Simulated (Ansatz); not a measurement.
# Li (Fm-3m) in Ansatz: a series of runs

One crystal, Li, is run at these levels: r2SCAN0, BPBE; tasks: single point, electron localisation function.

Everything below comes from runs of Ansatz 0.2.0. Logs are shortened: lines on timing, memory, paths and dates and some standing lists are left out, and cuts for length are marked.

### Step 1. The structure

Symmetry: Fm-3m, No. 225, cubic system. Conventional cell: a = 4.404 Å, b = 4.404 Å, c = 4.404 Å, α = 90.00°, β = 90.00°, γ = 90.00°. Li (site symmetry m-3m) has 12 Li at 3.11 Å as nearest neighbours.

This isn't the form of Li at room conditions, which is bcc.

### Step 2. Single point, r2SCAN0

The input, input.yaml:

```yaml
crystal:
  lattice: { a: 4.404, b: 4.404, c: 4.404, alpha: 90.0, beta: 90.0, gamma: 90.0 }
  space_group: 225
  reduce_to_primitive: true
  atoms:
    - { symbol: Li, wyckoff: "4a", position: [0.0, 0.0, 0.0] }
hamiltonian:
  xc: r2scan0
  pseudopotentials: { kind: paw }
kpoints:
  mp_grid: { grid: [7, 7, 7] }
scf:
  occupations: { method: cold, width: 0.025 }
output:
  forces: true
  stress: true
  eigenvalues: true
```

Potentials or basis: Ansatz PAW.

Started as:

```
$ ansatz run input.yaml --threads 1 --pin off --max-ram 2560MiB --backend cpu --events-out ev --progress --plain --runs-dir out
```

The program printed:

```text
Warning: output.stress: scf.convergence.dr2_threshold = 1e-7 eV (the SCF's general default) is looser than the 1e-10 eV advised for a printed stress (1e-10 eV for each atom of the cell: 1). What an SCF threshold leaves in a stress goes as its square root, and in the free energy as the threshold itself, and one threshold admits the most on a small cell: of the crystals measured, under no hybrid functional and no lock of the moments, on runs that ended without the residual-converged pass, on stresses that held no estimate of that error, the worst erred by over 100 MPa in a component at 1e-7 eV an atom and by under 5 at 1e-10. Set scf.convergence.dr2_threshold to 1e-10 eV or tighter. The threshold is an SCF's pass mark: one that does not reach it within its budget of iterations ends unconverged, or closes short of it on a stop that the run arms, and scf.convergence.dr2_threshold's page says what that costs each kind of run
Warning: output.stress: scf.exx.energy_threshold = 1e-6 eV is looser than the 1e-8 eV advised for a stress under a hybrid functional (1e-8 eV for each atom of the cell: 1). Every SCF of the exchange loop can meet its threshold on dr2 while the loop round them stops early: no threshold on dr2 bounds what that leaves in the stress. Set scf.exx.energy_threshold to 1e-8 eV or tighter. The threshold is the loop's pass mark: a loop that does not reach it within its budget of cycles ends unconverged, and scf.exx.energy_threshold's page has the law
Warning: RAYON_NUM_THREADS=1 ignored (pool sized by the plan → 1); use --threads N
crystal.space_group: 225 is read as Fm-3m: the typed cell holds Li4 (Li 4a). Least distances (Å): Li–Li 3.114
Engine: ansatz 0.2.0, aarch64-unknown-linux-gnu
Pseudopotentials: kind: paw
Pseudopotential: Li, paw, valence charge 3, recommended cutoff 500 eV (meta_gga), Li.paw.azcp
Functional definition: r2SCAN0
  parameter a = 0.25
  parameter k0 = 0.174
  parameter k1 = 0.065
  parameter a1 = 4.9479
  exchange = (1 - a)*r2scan_x(k0 = k0, k1 = k1, a1 = a1) + a*exact_x
  correlation = r2scan_c
Crystal: 1 atoms, lattice volume = 21.354 Å³
Basis set: ecut = 500 eV, 537 PW (Γ), exchange–correlation on 96×96×96 points (64 copies of the dense FFT grid, shifted against one another)
Bands: 6, of which v1, the nominal top of the filled ones, is band 2 counted from 1 (1 counted from 0)
Symmetry: 48 space group operations
Space group: Fm-3m (ITA 225), of the structure as read, at distance tolerance 2.8e-5 Å
k-points: 20 of 343
Non-local potential: Li, projectors of the file, l = 0: 3, l = 1: 2, l = 2: 1
PAW form: soft (Blöchl's): semilocal exchange-correlation on the pseudo side does not see the compensation charge
PAW one-centre angular grid: Li, 302 points (default); XC on 327 of its mesh's 2665 points in the sphere
Initial density: superposition of atomic densities (neutral atoms: chi_scale 0, normalization atom), corrected by the library's trained network
Initial wavefunctions: pseudopotential atomic-orbital guess
Functional: x = r2scan, c = r2scan; τ floored in thin density (d = 2e-4 eV/Å³), warm-up for x = 0.75 r2scan + 0.25 exact, c = r2scan; τ floored in thin density (d = 2e-4 eV/Å³)
SCF iter   1: F=—  HF=-205.151381 eV  |F-HF|=—  |Δ(HF+E_count)|=         —  Δρ=2.30e-3  dr2=3.13e-4  dr2_τ=2.97e-4  ethr=1.77e-3  ⟨swp⟩=5.8  Hψ=565  notcnv=0
preconditioner: auto → none  [insulator: Δε(μ)=0.643 eV  Ē_g=11.072 eV  σ=0.025 eV  W_gap=0.81  n_scr=0 (ndim 8)  ℏωp=8.0 eV  f_vac=0.000  D(μ)=1.45/eV (n_scr^D=14)]
SCF iter   2: F=—  HF=-205.151465 eV  |F-HF|=—  |Δ(HF+E_count)|=   8.45e-5  S|Δr|=    0.00e0  Δρ=1.07e-3  dr2=7.67e-5  dr2_τ=6.80e-6  ethr=1.04e-5  ⟨swp⟩=4.2  Hψ=377  notcnv=0  defer=3
iter 3 solved again at ethr=1.07e-8 eV; its pass at ethr=2.56e-6 eV (dr2=3.21e-7 eV) is discarded
SCF iter   3: F=—  HF=-205.151475 eV  |F-HF|=—  |Δ(HF+E_count)|=   9.80e-6  S|Δr|=    0.00e0  Δρ=5.82e-5  dr2=3.20e-7  dr2_τ=1.56e-7  ethr=1.07e-8  ⟨swp⟩=2.0  Hψ=421  notcnv=0  defer=1
SCF iter   4: F=—  HF=-205.151478 eV  |F-HF|=—  |Δ(HF+E_count)|=   2.67e-6  S|Δr|=    0.00e0  Δρ=1.29e-5  dr2=1.06e-8  dr2_τ=1.78e-9  ethr=1.07e-8  ⟨swp⟩=4.0  Hψ=221  notcnv=0  defer=1
SCF iter   5: F=-205.151478 eV  HF=-205.151478 eV  |F-HF|=7.99e-10  |Δ(HF+E_count)|=   1.78e-9  S|Δr|=    0.00e0  Δρ=5.53e-7  dr2=4.38e-11  dr2_τ=6.17e-12  ethr=3.53e-10  ⟨swp⟩=2.8  Hψ=171  notcnv=0  defer=1
SCF 1 converged in 5 iterations: F = -205.151478 eV  dr2 = 4.38e-11
Initial density: handed on by an earlier stage of this run
Initial wavefunctions: those handed on with the density
Functional: x = 0.75 r2scan + 0.25 exact, c = r2scan; τ floored in thin density (d = 2e-4 eV/Å³)
Frozen-core exchange: fock
iter 1 solved again at ethr=5.70e-7 eV; its pass at ethr=1.00e-1 eV (dr2=1.71e-5 eV) is discarded
SCF iter   1: F=—  HF=-205.112879 eV  |F-HF|=—  |Δ(HF+E_count)|=         —  Δρ=5.99e-4  dr2=3.69e-5  dr2_τ=5.02e-6  ethr=5.70e-7  ⟨swp⟩=5.5  Hψ=741  notcnv=0
preconditioner: auto → none  [insulator: Δε(μ)=1.159 eV  Ē_g=12.223 eV  σ=0.025 eV  W_gap=0.79  n_scr=0 (ndim 8)  ℏωp=8.0 eV  f_vac=0.000  D(μ)=1.33/eV (n_scr^D=14)]
SCF iter   2: F=—  HF=-205.112872 eV  |F-HF|=—  |Δ(HF+E_count)|=   7.21e-6  S|Δr|=    0.00e0  Δρ=2.82e-4  dr2=1.64e-5  dr2_τ=6.45e-7  ethr=5.70e-7  ⟨swp⟩=2.0  Hψ=153  notcnv=0
SCF iter   3: F=—  HF=-205.112869 eV  |F-HF|=—  |Δ(HF+E_count)|=   3.44e-6  S|Δr|=    0.00e0  Δρ=7.12e-6  dr2=1.05e-5  dr2_τ=1.60e-9  ethr=1.90e-7  ⟨swp⟩=3.0  Hψ=186  notcnv=0
SCF iter   4: F=—  HF=-205.112972 eV  |F-HF|=—  |Δ(HF+E_count)|=   1.04e-4  S|Δr|=    0.00e0  Δρ=4.88e-5  dr2=3.19e-7  dr2_τ=1.26e-8  ethr=1.05e-10  ⟨swp⟩=4.3  Hψ=425  notcnv=0  defer=3
SCF iter   5: F=—  HF=-205.112972 eV  |F-HF|=—  |Δ(HF+E_count)|=   3.30e-7  S|Δr|=    0.00e0  Δρ=4.01e-6  dr2=1.23e-7  dr2_τ=2.08e-10  ethr=1.05e-10  ⟨swp⟩=4.0  Hψ=307  notcnv=0  defer=1
SCF iter   6: F=—  HF=-205.112972 eV  |F-HF|=—  |Δ(HF+E_count)|=   1.95e-9  S|Δr|=    0.00e0  Δρ=2.06e-7  dr2=1.21e-7  dr2_τ=1.35e-13  ethr=7.00e-11  ⟨swp⟩=2.6  Hψ=168  notcnv=0
SCF iter   7: F=-205.112973 eV  HF=-205.112973 eV  |F-HF|=6.51e-9  |Δ(HF+E_count)|=   1.03e-6  S|Δr|=    0.00e0  Δρ=5.02e-6  dr2=2.54e-9  dr2_τ=1.29e-10  ethr=1.00e-12  ⟨swp⟩=4.7  Hψ=233  notcnv=0
SCF 2 converged in 7 iterations: F = -205.112973 eV  dr2 = 2.54e-9
hybrid outer 1: dexx = +1.197e-4 eV, tail = 3.09e-7 eV
Frozen-core exchange: fock
SCF iter   1: F=—  HF=-205.112949 eV  |F-HF|=—  |Δ(HF+E_count)|=         —  Δρ=1.02e-5  dr2=1.10e-6  dr2_τ=3.05e-10  ethr=5.15e-8  ⟨swp⟩=3.5  Hψ=291  notcnv=0
preconditioner: auto → none  [insulator: Δε(μ)=1.153 eV  Ē_g=12.228 eV  σ=0.025 eV  W_gap=0.79  n_scr=0 (ndim 8)  ℏωp=8.0 eV  f_vac=0.000  D(μ)=1.33/eV (n_scr^D=14)]
SCF iter   2: F=—  HF=-205.112949 eV  |F-HF|=—  |Δ(HF+E_count)|=   4.90e-9  S|Δr|=    0.00e0  Δρ=4.54e-6  dr2=1.09e-6  dr2_τ=1.10e-10  ethr=8.05e-10  ⟨swp⟩=3.5  Hψ=193  notcnv=0
SCF iter   3: F=—  HF=-205.112949 eV  |F-HF|=—  |Δ(HF+E_count)|=   2.41e-9  S|Δr|=    0.00e0  Δρ=1.39e-6  dr2=1.09e-6  dr2_τ=1.19e-11  ethr=1.73e-10  ⟨swp⟩=2.0  Hψ=153  notcnv=0
SCF iter   4: F=—  HF=-205.112978 eV  |F-HF|=—  |Δ(HF+E_count)|=   2.85e-5  S|Δr|=    0.00e0  Δρ=1.20e-5  dr2=2.55e-8  dr2_τ=4.04e-10  ethr=1.49e-11  ⟨swp⟩=4.1  Hψ=303  notcnv=0  defer=2
SCF iter   5: F=-205.112978 eV  HF=-205.112978 eV  |F-HF|=2.11e-9  |Δ(HF+E_count)|=   3.28e-8  S|Δr|=    0.00e0  Δρ=2.53e-6  dr2=7.31e-9  dr2_τ=7.28e-11  ethr=1.49e-11  ⟨swp⟩=4.0  Hψ=238  notcnv=0
SCF 3 converged in 5 iterations: F = -205.112978 eV  dr2 = 7.31e-9
  Residual-converged pass: ⟨swp⟩=1.6  Hψ=131  notcnv=0  max |occ|·‖R‖ = 2.4e-6 eV (tolerance 2.4e-6 eV)  dr2=7.31e-9  dr2_τ=7.28e-11  dr2_onsite=3.41e-9  max |Δocc| = 5.4e-28
hybrid outer 2: dexx = +1.856e-9 eV, tail = 2.17e-8 eV, Δε = 2.83e-4 eV (about 1.37e-4 eV left of the loop's levels)
hybrid SCF converged: 2 outer / 12 inner (+5 warm-up), last move |dexx| = 1.86e-9 eV, tail = 2.17e-8 eV
Stability not checked: this state was not tested for a lower state beside it, because the functional holds exact exchange (a hybrid, or Hartree-Fock), whose exchange loop this test does not read (fock_operator; see scf.lower_state_search)
Free energy (F): -205.112978 eV
Frozen-core exchange: fock
Harris-Foulkes:  -205.112978 eV  (|F-HF|=2.11e-9)
Internal energy: -205.112730 eV  (E = F + TS)
E sigma→0 (E₀):  -205.112895 eV
Entropy (-TS):   -0.000247 eV (-0.247 meV/atom)
Fermi energy:    1.504781 eV
--- Per-component energies (eV) ---
  E_band       = -102.991362
  E_kinetic    = 21.077943
  E_local      = -133.951728  (includes V_loc(G=0)·N_el)
  E_nonlocal   = -33.319941
  E_hartree    = 39.880836
  E_xc         = -7.476489
  E_vxc        = -10.407519  (∫ρ·V_xc dr)
  E_exx        = -12.272557  (= α·E_x^exact, valence–valence)
  E_paw        = -11.591175  (= ΣΔE_a)
  E_vpaw       = -2.109980  (= ΣTr[D̂ρ^β])
  E_aug_tail   = -0.000095  (compensation charges beyond the density's cutoff)
  E_vtau       = 0.503248  (kinetic-family band-sum trace: ∫τ·v_τ [+ j·A + Jᵃ·Aᵃ] dr)
  E_ewald      = -67.459525
  E_smearing   = -0.000247  (= −TS)
  E_closure    = -0.000000  (closes the sum)
  Σ components = -205.112978   (vs F -205.112978, Δ=-2.84e-14)
--- Forces (eV/Å), atoms counted from 1 ---
  atom   1  Li     0.00000000     0.00000000     0.00000000
  max |Σ_I F_I| component: 8.22e-33 eV/Å
--- Stress (GPa, compression-positive) ---
       -0.111070      -0.000000      -0.000000
       -0.000000      -0.111070      -0.000000
       -0.000000       0.000000      -0.111070
  P = ⅓ Tr σ = -0.1111 GPa (-1.111 kbar)
--- Band table (eV; the first three rows and the last of 20) ---
  k-point 0: bands = ["-50.9323", "-4.0020", "16.7359", "16.7359", "16.7359", "20.0764"]
  k-point 1: bands = ["-50.9291", "-3.5248", "13.3233", "16.0021", "16.0021", "19.5778"]
  k-point 2: bands = ["-50.9224", "-2.1411", "8.7856", "15.2166", "15.2166", "19.8502"]
  k-point 19: bands = ["-50.9123", "4.4368", "4.8793", "7.4763", "10.8182", "18.0010"]
```

Run time: 13 s. Hardware: 1 thread of Arm Neoverse V2, shared host; peak memory 0.65 GiB.

What came out:

| Item | Value |
| --- | --- |
| Free energy | -205.1130 eV |
| Pressure | -0.1 GPa |
| Band gap on the k mesh | none (metal or under the smearing width) |

Caveat: the PAW data sets were made with another functional, which shifts forces and pressure a little; the thresholds are loose for stress.

### Step 3. Electron localisation function, BPBE, non-collinear spin, ferromagnetic start (cell strained at random at fixed volume)

The input, input.yaml:

```yaml
crystal:
  lattice:
    - [0.03419, 2.224447, 2.244069]
    - [2.248574, 0.062041, 2.216218]
    - [2.246863, 2.194886, 0.063752]
  atoms:
    - { symbol: Li, position: [0.0, 0.0, 0.0], spin: 0.5, spin_axis: [0.0, 0.0, 0.5] }
hamiltonian:
  xc: { exchange: b88, correlation: pbe }
  pseudopotentials: { kind: nc, accuracy: standard }
magnetization:
  noncollinear: true
  spin_orbit: false
kpoints:
  mp_grid: { grid: [8, 8, 8] }
scf:
  occupations: { method: fermi_dirac, width: 0.1 }
  initial_density: { chi_scale: 0.1 }
output:
  forces: true
  stress: true
  eigenvalues: true
  write_density: true
  write_potential: true
  elf: true
  volumetric_format: npy
```

Potentials or basis: PseudoDojo standard (PBE files).

Started as:

```
$ ansatz run input.yaml --threads 1 --pin off --max-ram 2560MiB --backend cpu --events-out ev --progress --plain --runs-dir out
```

It took 52 s on 1 thread of Arm Neoverse V2, shared host; peak memory 0.71 GiB.

Results (log left out):

* Free energy: -196.3665 eV
* Pressure: -0.1 GPa
* Band gap on the k mesh: none (metal or under the smearing width)
* Net moment: 0.00 μB per cell
* Absolute moment: 0.00 μB per cell

Stress tensor (GPa, compression positive):
```
-0.14 -0.17 -0.19
-0.17 -0.08 -0.45
-0.19 -0.45 -0.09
```

Levels at points of the mesh, in eV from the Fermi level:
| k point | band 2 | band 3 | band 4 | band 5 | band 6 | band 7 |
| --- | --- | --- | --- | --- | --- | --- |
| (0.00, 0.00, 0.00) | -46.67 | -3.45 | -3.45 | 13.52 | 13.52 | 14.20 |
| (0.00, 0.00, -0.50) | -46.65 | 0.21 | 0.21 | 2.99 | 2.99 | 12.06 |
| (0.00, -0.50, 0.00) | -46.65 | 0.20 | 0.20 | 2.98 | 2.98 | 12.20 |
| (0.00, -0.50, -0.50) | -46.65 | 1.44 | 1.44 | 4.41 | 4.41 | 7.94 |
| (-0.50, 0.00, 0.00) | -46.65 | 0.06 | 0.06 | 2.78 | 2.78 | 12.08 |
| (-0.50, 0.00, -0.50) | -46.65 | 1.74 | 1.74 | 4.72 | 4.72 | 7.97 |
| (-0.50, -0.50, 0.00) | -46.65 | 1.62 | 1.62 | 4.60 | 4.60 | 8.11 |
| (-0.50, -0.50, -0.50) | -46.65 | -0.09 | -0.09 | 2.54 | 2.54 | 12.55 |

Moments on the atoms (μB; x, y, z):
```
Li  0.00 0.00 0.00
```

Caveat: the potentials were made for another functional, which shifts forces and pressure; the starting moments weren't kept.
